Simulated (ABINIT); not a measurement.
Runs of ABINIT 10.8.3 (patched build) on Ag. Symmetry: P6_3/mmc, No. 194, hexagonal system. The conventional cell has a = 2.930 Å, b = 2.930 Å, c = 4.790 Å, α = 90.00°, β = 90.00°, γ = 120.00°. Ag (site symmetry -6m2) is surrounded by 12 Ag at 2.93 Å. This isn't the form of Ag at room conditions, which is fcc.

| level | gap on the mesh (eV) | pressure (GPa) |
| --- | --- | --- |
| RPBE | none | 4.6 |
| BLYP | none | 7.4 |
| PW91 | none | (a) |
| WC | none | -5.6 |
| r2SCAN | none | (b) |
| revPBE | none | 3.5 |
| PBE | none | 0.7 |
| AM05 | none | -5.7 |

Alike in all rows: task single point; potentials or basis JTH PAW PBE v2.0; no spin polarisation; cell as given; k mesh 10 × 10 × 6; cutoff (eV) 544; smearing fermi-dirac 0.05 eV.

Question: Fill in the values left out.

Answer: (a) 0.4; (b) -2.6.

Caveats: the PAW data sets were made with another functional, which shifts forces and pressure a little (some runs).

A k mesh can miss the band edges, and the runs leave out spin-orbit coupling on Ag.

A gap of «none» marks a metal or a gap under the smearing width.
